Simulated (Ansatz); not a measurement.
PbTe (rocksalt structure)

Level of theory: DFT, PBE with spin–orbit coupling, two-component spinors; plane waves to 420 eV with PAW datasets (Ansatz 0.2.0), Γ-centred 6×6×6 mesh, 0.05 eV Gaussian smearing; PAW files: Ansatz's generated set soft_2.

```xyz
2
Lattice="0.0000 3.2804 3.2804 3.2804 0.0000 3.2804 3.2804 3.2804 0.0000" Properties=species:S:1:pos:R:3 pbc="T T T"
Pb    3.2804    3.2804    3.2804
Te    0.0000    0.0000    0.0000
```

The start was a prototype's sites filled with these elements; the Crystallography Open Database holds the compound in this structure.

The run above is the reference. The same cell was run again with other input settings; several of them aren't fit for production, so the rows show the settings' effect and aren't properties of the material.

| keys changed | outcome | ΔE (meV/atom) | P (GPa) | gap on the mesh (eV) | cell moment (μB) | largest force component (eV/Å) | SCF iterations | rough core-seconds | new warnings |
| --- | --- | --- | --- | --- | --- | --- | --- | --- | --- |
| none (reference) | converged | 0.0 | 0.0 | 0 (bands touch) | 0.00 (no moment typed) | 0.000 | – | – | – |
| hamiltonian.xc: "pbe" → "revpbe"; kpoints.mp_grid.grid: [6, 6, 6] → [4, 4, 4] | converged | – | 1.0 | 0.03 | 0.00 (no moment typed) | 0.000 | 9 | 2.1 | – |
| kpoints.mp_grid.grid: [6, 6, 6] → [9, 9, 9]; scf.initial_density.chi_scale: 0.1; scf.algorithm: "direct_min" | converged | -4.4 | 0.0 | 0.23 | 0.00 (no moment typed) | 0.000 | 6 | 19 | – |
| kpoints.mp_grid.grid: [6, 6, 6] → [8, 8, 8]; scf.convergence.dr2_threshold: 1e-11 | converged | -3.1 | 0.0 | 0 (bands touch) | 0.00 (no moment typed) | 0.000 | 10 | 5 | – |
| crystal.symmetry: {"detect": false} | converged | 0.0 | 0.0 | 0 (bands touch) | 0.00 (no moment typed) | 0.000 | 7 | 28 | – |
| scf.convergence.dr2_threshold: 1e-06 | converged | 0.0 | 0.0 | 0 (bands touch) | 0.00 (no moment typed) | 0.000 | 7 | 2.5 | force scf threshold loose; stress scf threshold loose |

These changes also left energy (to 0.1 meV/atom), pressure, gap, moment and forces as in the reference: scf.lower_state_search: "full".

ΔE is the energy with the smearing extrapolated to zero. It is left out where the change alters the Hamiltonian or the spin treatment. The varied runs start from atomic densities (corrected by the program's trained start where that serves), with the default search for lower states unless a row changes it.

**Question.** What happens with these changes: kpoints.mp_grid.grid: [6, 6, 6] → [3, 3, 3]; scf.lower_state_search: "light"; basis.ecutwfc: 420 → "500 eV"?

**Answer.** outcome converged, ΔE (meV/atom) -4.0, P (GPa) -0.1, gap on the mesh (eV) 0.97, cell moment (μB) 0.00 (no moment typed), largest force component (eV/Å) 0.000, SCF iterations 7, rough core-seconds 1.9.

**Question.** What happens with these changes: basis.ecutwfc: 420 → "36.7 Ry"; kpoints.mp_grid.grid: [6, 6, 6] → [4, 4, 4]?

**Answer.** outcome converged, ΔE (meV/atom) 12.3, P (GPa) -0.1, gap on the mesh (eV) 0 (bands touch), cell moment (μB) 0.00 (no moment typed), largest force component (eV/Å) 0.000, SCF iterations 9, rough core-seconds 3.

Of the reference: A displaced or strained copy of the relaxed cell lay 4.1 meV/atom lower, so the structure isn't a true minimum at this level, unless the mesh, which matters in a metal, makes it so. At this volume the filled and empty bands only touch, so this is a zero-gap semimetal rather than a metal, and a semilocal functional can cause such a touching. The relaxed cell is 6 % larger in volume than the cell of this structure in the Crystallography Open Database (33.36 Å³/atom, 1987).
